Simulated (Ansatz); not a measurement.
Crystal: MnO.

```
Mn O
1.0
     0.00000    2.22391    2.22391
     2.22391    0.00000    2.22391
     2.22391    2.22391    0.00000
Mn O
1 1
Direct
  0.00000 0.00000 0.00000
  0.50000 0.50000 0.50000
```

The cell is a database's computed one.

| Property | Result |
| --- | --- |
| Program | Ansatz 0.2.0 |
| Task | relaxation of cell and atoms |
| Functional | RPBE |
| Dispersion | D3(BJ) |
| Potentials or basis | all-electron LAPW, scalar-relativistic |
| Basis error allowed | 0.001 eV/atom |
| k mesh | 10 × 10 × 10 |
| Occupations | fermi-dirac, width 0.05 eV |
| Spin | collinear spin, ferromagnetic start |
| Starting moments | [4.0, 0.0] μB |

At the start: volume 11.00 Å³/atom.

How do energy, volume and symmetry change on relaxing?

Over 10 steps the energy falls by 91.6 meV/atom and the volume is 11.04 Å³/atom (+0.4 %); space group Fm-3m (No. 225, to 0.05 Å); moment 4.83 μB per cell.

Step by step:
```
step  energy change (eV)  largest force (eV/Å)  volume (Å³)
   1              0.0000                0.0000        22.00
   2             -0.0896                0.0000        22.79
   3             -0.0953                0.0000        22.75
   4             -0.1749                0.0000        22.17
   5             -0.1830                0.0000        22.10
   6             -0.1831                0.0000        22.09
   7             -0.1832                0.0000        22.09
   8             -0.1832                0.0000        22.09
   9             -0.1832                0.0000        22.09
  10             -0.1832                0.0000        22.09
```

Final structure:
```
Mn O
1.0
     0.00000    2.22691    2.22691
     2.22691    0.00000    2.22691
     2.22691    2.22691    0.00000
Mn O
1 1
Direct
  0.00000 0.00000 0.00000
  0.50000 0.50000 0.50000
```

Caveat: a cell with one magnetic atom can't hold antiferromagnetic order, which such compounds often take.
